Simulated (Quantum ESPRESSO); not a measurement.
The system is NbAs.

```xyz
4
Lattice="-1.7259 1.7259 5.8400 1.7259 -1.7259 5.8400 1.7259 1.7259 -5.8400" Properties=species:S:1:pos:R:3 pbc="T T T"
Nb    0.0000    1.7259    0.0000
Nb    0.0000    0.0000    8.7600
As    0.0000    1.7259    4.8589
As    0.0000    0.0000    1.9389
```

| Property | Result |
| --- | --- |
| Program | Quantum ESPRESSO 7.5 |
| Task | phonons |
| Functional | LDA |
| Potentials or basis | GBRV 1.5 LDA |
| Cutoff | 612 eV |
| Density cutoff | 4898 eV |
| k mesh | 8 × 8 × 8 |
| Occupations | methfessel-paxton, width 0.136 eV |
| Spin | no spin polarisation |
| Form of the LDA correlation | PZ81 |
| Mixing beta | 0.5 |
| Most SCF iterations | 120 |
| SCF threshold | 8e-10 Ry |

The cell and the atoms were relaxed first, to 16.90 Å³/atom (a = 6.257 Å, b = 6.257 Å, c = 6.257 Å, α = 148.26°, β = 148.26°, γ = 45.50°), and the response was taken there.

Where do the zone-centre optical modes lie?

E at 150 cm⁻¹ (IR and Raman); B1 at 229 cm⁻¹ (Raman); B1 at 253 cm⁻¹ (Raman); E at 256 cm⁻¹ (IR and Raman); E at 268 cm⁻¹ (IR and Raman); A1 at 273 cm⁻¹ (IR and Raman).

Optical modes at Γ, degenerate ones joined:
| cm⁻¹ | components | symmetry | active in |
| --- | --- | --- | --- |
| 150 | 2 | E | IR and Raman |
| 229 | 1 | B1 | Raman |
| 253 | 1 | B1 | Raman |
| 256 | 2 | E | IR and Raman |
| 268 | 2 | E | IR and Raman |
| 273 | 1 | A1 | IR and Raman |

Caveat: the k mesh is coarse.
